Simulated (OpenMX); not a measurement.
BN under changes of volume

One of the cells (8.967 Å³/atom); the others are scaled copies at fixed shape and fractional positions:

```
N B
1.0
     2.49824    0.00000    0.00000
    -1.24912    2.16354    0.00000
     0.00000    0.00000    6.63570
N B
2 2
Cartesian
  1.2491 0.7212 1.6589
  0.0000 1.4424 4.9768
  1.2491 0.7212 4.9768
  0.0000 1.4424 1.6589
```

| Quantity | Value |
| --- | --- |
| Program | OpenMX 3.8.5 |
| Functional | PBE |
| Potentials or basis | OpenMX 2013 PBE set, N6.0-s2p2, B7.0-s2p2, fixed grid of 27 × 27 × 80 points |
| k mesh | 13 × 13 × 5 |
| Occupations | fermi-dirac, width 0.05 eV |
| Spin | no spin polarisation |

```csv
volume (Å³/atom),energy over the lowest point (meV/atom),gap on the mesh (eV)
8.429,?,?
8.608,41.42,4.47
8.787,22.02,4.44
8.967,9.02,4.41
9.146,1.84,4.38
9.325,0.00,4.35
9.505,3.08,4.32
```

What does the run at 8.429 Å³/atom give?

Energy over the lowest point 67.77 meV/atom; gap on the mesh 4.50 eV.

Worked out: A Birch-Murnaghan fit of order 3 (a polynomial in V^(-2/3)) to the other rows has its minimum at 9.30 Å³/atom with B0 = V·E''(V) = 229 GPa and B' = 3.6 at fixed shape and positions, which overstates the stiffness. It gives 67.75 meV/atom at 8.429 Å³/atom, against the run's 67.77. A straight line through the other rows of the gap, of slope -1.51 eV per unit of ln V, extrapolates to 4.50 eV, against the run's 4.50.

Energies are extrapolated to zero smearing.

Caveats: an odd mesh through Γ misses points on the zone boundary, where band edges often lie; this functional lacks dispersion, which binds the layers, so the pressure and a relaxed spacing across them are unreliable; the basis of atomic orbitals isn't converged, which shifts pressures, moduli and gaps.
